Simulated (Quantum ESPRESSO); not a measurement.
# Ru under changes of volume

One of the cells (13.575 Å³/atom); the others are scaled copies at fixed shape and fractional positions:

```
CELL_PARAMETERS angstrom
2.70580 0.00000 0.00000
-1.35290 2.34329 0.00000
0.00000 0.00000 4.28190
ATOMIC_POSITIONS crystal
Ru 0.66667 0.33333 0.75000
Ru 0.33333 0.66667 0.25000
```

| Property | Result |
| --- | --- |
| Program | Quantum ESPRESSO 7.5 |
| Functional | r2SCAN |
| Potentials or basis | SG15 PBE 1.2 |
| Cutoff | 952 eV |
| Density cutoff | 3810 eV |
| k mesh | 7 × 7 × 4 |
| Occupations | fermi-dirac, width 0.05 eV |
| Spin | no spin polarisation |

| volume (Å³/atom) | energy over the lowest point (meV/atom) | pressure (GPa) |
| --- | --- | --- |
| 12.760 | 38.61 | 20.1 |
| 13.032 | 12.33 | 11.3 |
| 13.303 | 0.00 | 3.5 |
| 13.575 | 0.09 | -3.4 |
| 13.846 | 11.24 | -9.5 |
| 14.118 | 32.22 | -15.0 |
| 14.389 | ? | ? |

What does the run at 14.389 Å³/atom give?

Energy over the lowest point 61.93 meV/atom; pressure -19.9 GPa.

Worked out: A Birch-Murnaghan fit of order 3 (a polynomial in V^(-2/3)) to the other rows has its minimum at 13.44 Å³/atom with B0 = V·E''(V) = 342 GPa and B' = 4.7 at fixed shape and positions, which overstates the stiffness. It gives 61.90 meV/atom at 14.389 Å³/atom, against the run's 61.93, and -dE/dV = -19.9 GPa, against -19.9.

Energies are extrapolated to zero smearing.

Caveats: all runs use coarse meshes; the potentials were made for another functional, which shifts forces and pressure.
